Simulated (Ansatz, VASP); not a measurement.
# Two plane-wave programs on Be

```
CELL_PARAMETERS angstrom
2.48204 0.00000 0.00000
0.00000 3.43931 0.00000
0.00000 0.00000 3.43931
ATOMIC_POSITIONS crystal
Be 0.75000 0.75000 0.75000
Be 0.25000 0.25000 0.75000
Be 0.25000 0.75000 0.25000
Be 0.75000 0.25000 0.25000
```

Alike in both runs: functional PBE; dispersion D3(BJ); k mesh 16 × 12 × 12; occupations gaussian, width 0.1 eV; no spin polarisation.

Ansatz relaxed the structure, and its values are those at the end. VASP's run is a single point on that final structure, the one shown.

|  | VASP | Ansatz |
| --- | --- | --- |
| version | VASP 6.6.1 | Ansatz 0.2.0 |
| potentials or method | VASP PAW PBE potentials, release 64 (Be) | scalar-relativistic, plane waves, PAW |
| plane-wave cutoff (eV) | 520 | 420 |
| valence electrons in the cell | 8 | 8 |

```tsv
	VASP	Ansatz	Ansatz less VASP
gap on the k mesh at the Fermi level (eV)	none	none	-
pressure (GPa)	0.2	0.0	-0.20
```

A gap of «none» marks a metal or a gap that the smearing closes.

Caveats: pairwise dispersion overbinds metals, which lowers pressure and volume.
